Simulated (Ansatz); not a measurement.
## Structures of SiGe$_{2}$: which is lowest?

Plane-wave DFT in Ansatz with scalar-relativistic PAW potentials, cutoff 500 eV, Γ-centred meshes chosen by cell and gap, Gaussian smearing with energies taken to zero width. Every cell was relaxed (cell and atoms) in a run of its own, within the symmetry of its start. Functional: r2SCAN.

Relaxed structures (starts from databases or built by putting these elements on another compound's sites):
A. I4_1/amd, 6 atoms in the computed cell, a = 4.965 Å, c = 8.538 Å; sites (symmetry × multiplicity) Si -4m2 × 4, Ge 2mm. × 8; start: built
B. Fm-3m, 3 atoms in the computed cell, a = 6.140 Å; sites (symmetry × multiplicity) Si m-3m × 4, Ge -43m × 8; start: built

Task: Rank them by energy. Could pressure change the order?

Result:
```csv
structure,group,E − E(lowest) (meV/atom),V (Å³/atom),gap on mesh (eV)
A,I4_1/amd,0.0,17.54,0.00
B,Fm-3m,147,19.29,0.00
```

A is lowest, 147 meV/atom under B. The lowest is also the densest of these, so pressure wouldn't bring one of the others in at first order. Other structures may lie lower than all of these, and vibrations aren't counted.